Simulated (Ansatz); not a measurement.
Geometry optimisation in Ansatz: input, command and trajectory.

```yaml
crystal:
  lattice:
    - [9.1668679954, 0.0, 0.0]
    - [0.0, 2.8534569226, 0.0]
    - [0.0, 0.0, 4.7403688132]
  atoms:
    - { symbol: Al, position: [0.1615684682, 0.25, 0.9539243637] }
    - { symbol: Al, position: [0.8384315318, 0.75, 0.0460756363] }
    - { symbol: Al, position: [0.3384315318, 0.75, 0.4539243637] }
    - { symbol: Al, position: [0.6615684682, 0.25, 0.5460756363] }
    - { symbol: O, position: [0.7732382951, 0.25, 0.2384837948] }
    - { symbol: O, position: [0.2267617049, 0.75, 0.7615162052] }
    - { symbol: O, position: [0.7267617049, 0.75, 0.7384837948] }
    - { symbol: O, position: [0.2732382951, 0.25, 0.2615162052] }
    - { symbol: O, position: [0.9651679374, 0.25, 0.846807992], spin: 0.9 }
    - { symbol: O, position: [0.0348320626, 0.75, 0.153192008], spin: 0.9 }
    - { symbol: O, position: [0.5348320626, 0.75, 0.346807992], spin: 0.9 }
    - { symbol: O, position: [0.4651679374, 0.25, 0.653192008], spin: 0.9 }
basis:
  ecutwfc: 420
kpoints:
  mp_grid: { grid: [4, 12, 8] }
hamiltonian:
  xc: pbesol
scf:
  occupations: { method: gaussian, width: 0.1 }
output:
  forces: true
  stress: true
  eigenvalues: true
  populations: true
  write_density: true
  write_potential: true
  elf: true
  volumetric_format: npy
magnetization:
  spin_polarized: true
relax:
  adjacent_minimum: "off"
  f_tol: 0.01
  max_steps: 30
  cell: { stress_tol: 0.1, fix: [volume] }
```

```bash
ansatz run input.yaml --threads 2 --pin off --max-ram 5120MiB --backend cpu --events-out ev --progress --plain --runs-dir out
```

All numbers below come from Ansatz 0.2.0, DFT PBEsol, scalar-relativistic, plane waves, PAW.

The volume is held at 0.97 times that of the relaxed cell.

Of 11 frames 9 are shown, positions in Å and forces in eV/Å; the SCF threshold varies from step to step. Steps run on the plane waves of an earlier cell, with a Pulay correction in the pressure. The basis is chosen afresh for the last frame, the zero of the energies, and at times for earlier ones too; energy and pressure step there, also at an unchanged geometry.

```xyz
12
Lattice="9.1669 0.0000 0.0000 0.0000 2.8535 0.0000 0.0000 0.0000 4.7404" Properties=species:S:1:pos:R:3:forces:R:3 pbc="T T T" step=1 free_energy_over_end_meV_per_atom=2.92 pressure_GPa=5.54
Al    1.4811    0.7134    4.5220   -0.0614    0.0000    0.0226
Al    7.6858    2.1401    0.2184    0.0614    0.0000   -0.0226
Al    3.1024    2.1401    2.1518    0.0614    0.0000    0.0226
Al    6.0645    0.7134    2.5886   -0.0614    0.0000   -0.0226
O     7.0882    0.7134    1.1305   -0.0195    0.0000    0.0666
O     2.0787    2.1401    3.6099    0.0195    0.0000   -0.0666
O     6.6621    2.1401    3.5007    0.0195    0.0000    0.0666
O     2.5047    0.7134    1.2397   -0.0195    0.0000   -0.0666
O     8.8476    0.7134    4.0142   -0.1150    0.0000   -0.2641
O     0.3193    2.1401    0.7262    0.1150    0.0000    0.2641
O     4.9027    2.1401    1.6440    0.1150    0.0000   -0.2641
O     4.2641    0.7134    3.0964   -0.1150    0.0000    0.2641
12
Lattice="9.1828 0.0000 0.0000 0.0000 2.8572 0.0000 0.0000 0.0000 4.7259" Properties=species:S:1:pos:R:3:forces:R:3 pbc="T T T" step=2 free_energy_over_end_meV_per_atom=1.79 pressure_GPa=4.77
Al    1.4780    0.7143    4.5020   -0.0623    0.0000    0.0239
Al    7.7048    2.1429    0.2239    0.0623    0.0000   -0.0239
Al    3.1134    2.1429    2.1391    0.0623    0.0000    0.0239
Al    6.0694    0.7143    2.5868   -0.0623    0.0000   -0.0239
O     7.1053    0.7143    1.1360    0.0132    0.0000    0.0438
O     2.0775    2.1429    3.5899   -0.0132    0.0000   -0.0438
O     6.6689    2.1429    3.4989   -0.0132    0.0000    0.0438
O     2.5139    0.7143    1.2270    0.0132    0.0000   -0.0438
O     8.8585    0.7143    3.9911   -0.0703    0.0000   -0.1204
O     0.3243    2.1429    0.7348    0.0703    0.0000    0.1204
O     4.9157    2.1429    1.6281    0.0703    0.0000   -0.1204
O     4.2671    0.7143    3.0978   -0.0703    0.0000    0.1204
12
Lattice="9.2098 0.0000 0.0000 0.0000 2.8651 0.0000 0.0000 0.0000 4.6991" Properties=species:S:1:pos:R:3:forces:R:3 pbc="T T T" step=3 free_energy_over_end_meV_per_atom=0.88 pressure_GPa=3.52
Al    1.4695    0.7163    4.4589   -0.0040    0.0000    0.0316
Al    7.7403    2.1488    0.2402    0.0040    0.0000   -0.0316
Al    3.1354    2.1488    2.1094    0.0040    0.0000    0.0316
Al    6.0744    0.7163    2.5898   -0.0040    0.0000   -0.0316
O     7.1447    0.7163    1.1579    0.0218    0.0000    0.0398
O     2.0651    2.1488    3.5413   -0.0218    0.0000   -0.0398
O     6.6700    2.1488    3.5074   -0.0218    0.0000    0.0398
O     2.5398    0.7163    1.1917    0.0218    0.0000   -0.0398
O     8.8715    0.7163    3.9573   -0.0196    0.0000    0.0135
O     0.3383    2.1488    0.7419    0.0196    0.0000   -0.0135
O     4.9432    2.1488    1.6077    0.0196    0.0000    0.0135
O     4.2666    0.7163    3.0914   -0.0196    0.0000   -0.0135
12
Lattice="9.1645 0.0000 0.0000 0.0000 2.8632 0.0000 0.0000 0.0000 4.7255" Properties=species:S:1:pos:R:3:forces:R:3 pbc="T T T" step=4 free_energy_over_end_meV_per_atom=0.57 pressure_GPa=3.16
Al    1.4615    0.7158    4.4514   -0.0277    0.0000   -0.0693
Al    7.7030    2.1474    0.2741    0.0277    0.0000    0.0693
Al    3.1207    2.1474    2.0887    0.0277    0.0000   -0.0693
Al    6.0438    0.7158    2.6368   -0.0277    0.0000    0.0693
O     7.1362    0.7158    1.2219    0.0509    0.0000   -0.0384
O     2.0283    2.1474    3.5036   -0.0509    0.0000    0.0384
O     6.6106    2.1474    3.5846   -0.0509    0.0000   -0.0384
O     2.5539    0.7158    1.1408    0.0509    0.0000    0.0384
O     8.7988    0.7158    3.9971    0.0427    0.0000   -0.0136
O     0.3657    2.1474    0.7284   -0.0427    0.0000    0.0136
O     4.9480    2.1474    1.6343   -0.0427    0.0000   -0.0136
O     4.2165    0.7158    3.0911    0.0427    0.0000    0.0136
12
Lattice="9.2080 0.0000 0.0000 0.0000 2.8611 0.0000 0.0000 0.0000 4.7066" Properties=species:S:1:pos:R:3:forces:R:3 pbc="T T T" step=5 free_energy_over_end_meV_per_atom=0.24 pressure_GPa=2.28
Al    1.4600    0.7153    4.4075    0.0267    0.0000    0.0163
Al    7.7480    2.1458    0.2991   -0.0267    0.0000   -0.0163
Al    3.1440    2.1458    2.0542   -0.0267    0.0000    0.0163
Al    6.0640    0.7153    2.6525    0.0267    0.0000   -0.0163
O     7.1918    0.7153    1.2536   -0.0194    0.0000    0.0239
O     2.0162    2.1458    3.4530    0.0194    0.0000   -0.0239
O     6.6202    2.1458    3.6069    0.0194    0.0000    0.0239
O     2.5878    0.7153    1.0997   -0.0194    0.0000   -0.0239
O     8.8323    0.7153    3.9794    0.0287    0.0000    0.0424
O     0.3757    2.1458    0.7272   -0.0287    0.0000   -0.0424
O     4.9797    2.1458    1.6261   -0.0287    0.0000    0.0424
O     4.2283    0.7153    3.0805    0.0287    0.0000   -0.0424
12
Lattice="9.2157 0.0000 0.0000 0.0000 2.8706 0.0000 0.0000 0.0000 4.6870" Properties=species:S:1:pos:R:3:forces:R:3 pbc="T T T" step=7 free_energy_over_end_meV_per_atom=0.08 pressure_GPa=2.19
Al    1.4633    0.7177    4.3702   -0.0022    0.0000   -0.0045
Al    7.7525    2.1530    0.3169    0.0022    0.0000    0.0045
Al    3.1446    2.1530    2.0266    0.0022    0.0000   -0.0045
Al    6.0711    0.7177    2.6604   -0.0022    0.0000    0.0045
O     7.2031    0.7177    1.2687    0.0101    0.0000   -0.0031
O     2.0127    2.1530    3.4184   -0.0101    0.0000    0.0031
O     6.6205    2.1530    3.6122   -0.0101    0.0000   -0.0031
O     2.5952    0.7177    1.0748    0.0101    0.0000    0.0031
O     8.8400    0.7177    3.9684    0.0155    0.0000    0.0039
O     0.3757    2.1530    0.7187   -0.0155    0.0000   -0.0039
O     4.9836    2.1530    1.6249   -0.0155    0.0000    0.0039
O     4.2321    0.7177    3.0622    0.0155    0.0000   -0.0039
12
Lattice="9.2100 0.0000 0.0000 0.0000 2.8696 0.0000 0.0000 0.0000 4.6916" Properties=species:S:1:pos:R:3:forces:R:3 pbc="T T T" step=8 free_energy_over_end_meV_per_atom=0.07 pressure_GPa=2.27
Al    1.4632    0.7174    4.3740    0.0045    0.0000   -0.0023
Al    7.7468    2.1522    0.3176   -0.0045    0.0000    0.0023
Al    3.1418    2.1522    2.0282   -0.0045    0.0000   -0.0023
Al    6.0682    0.7174    2.6634    0.0045    0.0000    0.0023
O     7.1990    0.7174    1.2706    0.0028    0.0000   -0.0030
O     2.0110    2.1522    3.4210   -0.0028    0.0000    0.0030
O     6.6160    2.1522    3.6163   -0.0028    0.0000   -0.0030
O     2.5940    0.7174    1.0752    0.0028    0.0000    0.0030
O     8.8353    0.7174    3.9733   -0.0017    0.0000   -0.0010
O     0.3747    2.1522    0.7183    0.0017    0.0000    0.0010
O     4.9797    2.1522    1.6275    0.0017    0.0000   -0.0010
O     4.2303    0.7174    3.0641   -0.0017    0.0000    0.0010
12
Lattice="9.2100 0.0000 0.0000 0.0000 2.8696 0.0000 0.0000 0.0000 4.6916" Properties=species:S:1:pos:R:3:forces:R:3 pbc="T T T" step=9 free_energy_over_end_meV_per_atom=0.01 pressure_GPa=2.28
Al    1.4632    0.7174    4.3740    0.0046    0.0000   -0.0021
Al    7.7468    2.1522    0.3176   -0.0046    0.0000    0.0021
Al    3.1418    2.1522    2.0282   -0.0046    0.0000   -0.0021
Al    6.0682    0.7174    2.6634    0.0046    0.0000    0.0021
O     7.1990    0.7174    1.2706    0.0027    0.0000   -0.0028
O     2.0110    2.1522    3.4210   -0.0027    0.0000    0.0028
O     6.6160    2.1522    3.6163   -0.0027    0.0000   -0.0028
O     2.5940    0.7174    1.0752    0.0027    0.0000    0.0028
O     8.8353    0.7174    3.9733   -0.0016    0.0000   -0.0015
O     0.3747    2.1522    0.7183    0.0016    0.0000    0.0015
O     4.9797    2.1522    1.6275    0.0016    0.0000   -0.0015
O     4.2303    0.7174    3.0641   -0.0016    0.0000    0.0015
12
Lattice="9.2186 0.0000 0.0000 0.0000 2.8703 0.0000 0.0000 0.0000 4.6861" Properties=species:S:1:pos:R:3:forces:R:3 pbc="T T T" step=11 free_energy_over_end_meV_per_atom=0.00 pressure_GPa=2.23
Al    1.4641    0.7176    4.3685   -0.0014    0.0000    0.0005
Al    7.7545    2.1527    0.3176    0.0014    0.0000   -0.0005
Al    3.1452    2.1527    2.0255    0.0014    0.0000    0.0005
Al    6.0734    0.7176    2.6606   -0.0014    0.0000   -0.0005
O     7.2063    0.7176    1.2694    0.0004    0.0000    0.0011
O     2.0124    2.1527    3.4167   -0.0004    0.0000   -0.0011
O     6.6217    2.1527    3.6124   -0.0004    0.0000    0.0011
O     2.5969    0.7176    1.0737    0.0004    0.0000   -0.0011
O     8.8442    0.7176    3.9678    0.0022    0.0000   -0.0009
O     0.3744    2.1527    0.7183   -0.0022    0.0000    0.0009
O     4.9837    2.1527    1.6247   -0.0022    0.0000   -0.0009
O     4.2349    0.7176    3.0614    0.0022    0.0000    0.0009
```

It took 3.3 min on 2 threads of Intel(R) Xeon(R) 6975P-C (Granite Rapids), with other jobs on the host, peak memory 0.98 GiB.